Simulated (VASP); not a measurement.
Input of a VASP 6.6.1 run:

File INCAR:

```
SYSTEM = CuO
ALGO = Fast ; EDIFF = 1E-7
EDIFFG = -0.01 ; ENCUT = 600
GGA = PS ; IBRION = 2
ISIF = 3 ; ISMEAR = -1
LASPH = .TRUE. ; LCHARG = .FALSE.
LREAL = .FALSE. ; LWAVE = .FALSE.
NELM = 80 ; NSW = 40
PREC = Accurate ; PSTRESS = 300
SIGMA = 0.05
```

Contents of KPOINTS:

```
k-points
0
G
  11 11 11
  0 0 0
```

The input POSCAR:

```
CuO
1.0
    0.0000000000      2.1165600000      2.1165600000
    2.1165600000      0.0000000000      2.1165600000
    2.1165600000      2.1165600000      0.0000000000
Cu O
1 1
Direct
    0.0294977200      0.0281008700      0.9080259900
    0.4705022800      0.4718991300      0.5919740100
```

Potentials or basis: VASP PAW PBE potentials, release 64 (Cu, O).

The run is started by

```bash
$ cat potpaw_PBE.64/Cu/POTCAR potpaw_PBE.64/O/POTCAR > POTCAR
$ mpirun -np 1 vasp_std > vasp.out
```

(1) Predict the space group after relaxing (to 0.05 Å).

(2) Predict the relaxed volume.

(3) Estimate the band gap on the k mesh.

(4) Estimate the relaxed cell.

Answers

(1) Fm-3m (No. 225).

(2) 8.14 Å³/atom.

(3) none (metal or under the smearing width).

(4) a = 2.846 Å, b = 2.846 Å, c = 2.845 Å, α = 59.97°, β = 59.98°, γ = 59.98°.

Caveat: the cell is relaxed towards a set pressure, so the enthalpy falls and the energy may rise; the PAW data sets were made with another functional, which shifts forces and pressure a little; an odd number of electrons without spin polarisation forces a metal; a magnetic or distorted state may lie lower; the run has no spin polarisation, though such a crystal can be magnetic; semilocal functionals often make such compounds metallic where correlation or magnetic order opens a gap, which also shifts bond lengths.
